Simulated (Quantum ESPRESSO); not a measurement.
InSe under changes of volume

One of the cells (28.559 Å³/atom); the others are scaled copies at fixed shape and fractional positions:

```
CELL_PARAMETERS angstrom
5.82639 -2.05465 0.00000
5.82639 2.05465 0.00000
-1.72323 0.00000 4.77135
ATOMIC_POSITIONS crystal
In 0.88820 0.88820 0.04684
In 0.11180 0.11180 0.95316
Se 0.66093 0.66093 0.66896
Se 0.33907 0.33907 0.33104
```

The cell comes from a database or a generator and needn't be the stable form of this composition.

* Program: Quantum ESPRESSO 7.5
* Functional: PBE
* Potentials or basis: SSSP 1.3 efficiency PBE
* Cutoff: 748 eV
* Density cutoff: 5987 eV
* k mesh: 7 × 7 × 6
* Occupations: fermi-dirac, width 0.05 eV
* Spin: no spin polarisation

```tsv
volume (Å³/atom)	energy over the lowest point (meV/atom)	pressure (GPa)	gap on the mesh (eV)	largest force (eV/Å)
26.846	40.42	5.4	1.24	0.803
27.417	?	?	?	?
27.988	11.83	2.7	1.17	0.429
28.559	4.20	1.5	1.14	0.264
29.131	0.39	0.5	1.10	0.112
29.702	0.00	-0.4	1.07	0.088
30.273	2.65	-1.2	1.04	0.164
```

**Question.** What does the run at 27.417 Å³/atom give?

**Answer.** Energy over the lowest point 23.73 meV/atom; pressure 3.9 GPa; gap on the mesh 1.21 eV; largest force 0.608 eV/Å.

Worked out: A Birch-Murnaghan fit of order 3 (a polynomial in V^(-2/3)) to the other rows has its minimum at 29.48 Å³/atom with B0 = V·E''(V) = 46 GPa and B' = 4.8 at fixed shape and positions, which overstates the stiffness. It gives 23.73 meV/atom at 27.417 Å³/atom, against the run's 23.73, and -dE/dV = 4.0 GPa, against 3.9. A straight line through the other rows of the gap, of slope -1.68 eV per unit of ln V, gives 1.20 eV, against the run's 1.21.

Energies are extrapolated to zero smearing.

Caveats: spin-orbit coupling is left out, which moves the levels of the heavy elements; an odd mesh through Γ misses points on the zone boundary, where band edges often lie.
